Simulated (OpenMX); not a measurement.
Cu in OpenMX: the effect of biaxial strain

Cu:

```
Cu
1.0
     1.16973   -3.81732    0.00000
     1.16973    3.81732    0.00000
     0.00000    0.00000    2.47550
Cu
2
Direct
  0.86613 0.13387 0.75000
  0.13387 0.86613 0.25000
```

This isn't the form of Cu at room conditions, which is fcc.

Alike in all runs:

- Program: OpenMX 3.8.5
- Task: single point
- Functional: PBE
- Potentials or basis: OpenMX 2013 PBE set, Cu6.0H-s3p2d2, grid cutoff 500 Ry
- k mesh: 9 × 9 × 9
- Occupations: fermi-dirac, width 0.05 eV
- Spin: no spin polarisation

```csv
biaxial strain,pressure (GPa),largest force (eV/Å)
-4 %,31.4,0.35
-2 %,?,?
0 %,12.7,0.17
2 %,6.6,0.07
4 %,2.4,0.06
```

Question: What does the run with biaxial strain -2 % give?

Answer: Pressure 21.9 GPa; largest force 0.29 eV/Å.

Worked out: A parabola through the other rows of the pressure, of slope -4.66 GPa per % there, gives 21.0 GPa, against the run's 21.9. A parabola through the other rows of the largest force, of slope -0.0496 eV/Å per % there, gives 0.24 eV/Å, against the run's 0.29.

Caveats: the basis of atomic orbitals isn't converged, which shifts pressures, moduli and gaps.
